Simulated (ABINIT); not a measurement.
InP, 2 atoms in the cell. The structure is cubic, space group Fm-3m (No. 225). The conventional cell has a = 5.538 Å, b = 5.538 Å, c = 5.538 Å, α = 90.00°, β = 90.00°, γ = 90.00°. Around In (site symmetry m-3m) lie 6 P at 2.77 Å. P (site symmetry m-3m) is surrounded by 6 In at 2.77 Å. Measurements of this composition are mostly on another form, of space group No. 216.

| Item | Value |
| --- | --- |
| Program | ABINIT 10.8.3 (patched build) |
| Task | equation of state |
| Functional | PBEsol |
| Potentials or basis | JTH PAW PBE v2.0 |
| Cutoff | 599 eV |
| k mesh | 8 × 8 × 8 |
| Occupations | fermi-dirac, width 0.05 eV |
| Spin | no spin polarisation |
| Fine-grid cutoff | 1197.3 eV |

Potentials or basis: JTH PAW PBE v2.0.

Command:

```sh
$ abinit run.abi > log 2>&1
```

Hardware: 1 thread of Arm Neoverse V2 (shared host).

Estimate the wall time of this run.

Run time: 100 s on 1 thread of Arm Neoverse V2, with other jobs on the host, peak memory 0.15 GiB. Counts: scf iterations 63, mpi ranks 1, k points 29, bands 13, plane waves 1338.
